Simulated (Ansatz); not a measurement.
# LiF: the cost of one run

Method: DFT PBE, scalar-relativistic, plane waves, PAW, in Ansatz 0.2.0.

## (1) The starting structure

It takes space group C2 (No. 5, monoclinic). Conventional cell: a = 3.713 Å, b = 8.667 Å, c = 4.003 Å, α = 90.00°, β = 117.63°, γ = 90.00°. Li (site symmetry 1) has 2 Li at 1.79 to 1.81 Å and 3 F at 1.79 Å as nearest neighbours. Li (site symmetry 2) is surrounded by 2 Li at 1.79 Å and 3 F at 1.81 to 1.86 Å. Around F (site symmetry 2) lie 4 Li at 1.79 to 1.86 Å and 1 F at 1.81 Å. Around F (site symmetry 2) lie 2 Li at 1.79 Å and 1 F at 1.81 Å. F (site symmetry 2) has 3 Li at 1.79 to 1.81 Å as nearest neighbours.

Coordinates:

```
CELL_PARAMETERS angstrom
1.85650 -4.33325 0.00000
1.85650 4.33325 0.00000
-1.85650 0.00000 3.54665
ATOMIC_POSITIONS crystal
Li 0.12723 0.12723 0.25447
Li 0.87277 0.87277 0.74553
Li 0.85414 0.14586 0.50000
F 0.35414 0.64586 0.50000
F 0.14586 0.85414 0.50000
F 0.64586 0.35414 0.50000
```

The cell is invented: 5-connected net, two elements spread over the vertices (C2, No. 5). The dimensions are guesses.

## (2) Probe: one point on a coarse mesh

Contents of input.yaml:

```yaml
crystal:
  lattice:
    - [1.85650257, -4.33325062, 0.0]
    - [1.85650257, 4.33325062, 0.0]
    - [-1.85650257, 0.0, 3.54665061]
  atoms:
    - { symbol: Li, position: [0.12723423, 0.12723423, 0.25446846] }
    - { symbol: Li, position: [0.87276577, 0.87276577, 0.74553154] }
    - { symbol: Li, position: [0.85413786, 0.14586214, 0.5] }
    - { symbol: F, position: [0.35413786, 0.64586214, 0.5] }
    - { symbol: F, position: [0.14586214, 0.85413786, 0.5] }
    - { symbol: F, position: [0.64586214, 0.35413786, 0.5] }
basis:
  ecutwfc: 420
kpoints:
  mp_grid: { grid: [6, 6, 6] }
hamiltonian:
  xc: pbe
scf:
  occupations: { method: gaussian, width: 0.1 }
  lower_state_search: "off"
output:
  forces: true
  stress: true
  eigenvalues: true
```

Command:

```bash
> ansatz run input.yaml --threads 1 --pin off --max-ram 2560MiB --backend cpu --events-out ev --progress --plain --runs-dir out
```

**Question.** How long does this run take on 1 thread of Arm Neoverse V2, shared host, and how much memory does it need?

About 6.2 s, with a peak of 0.36 GiB.
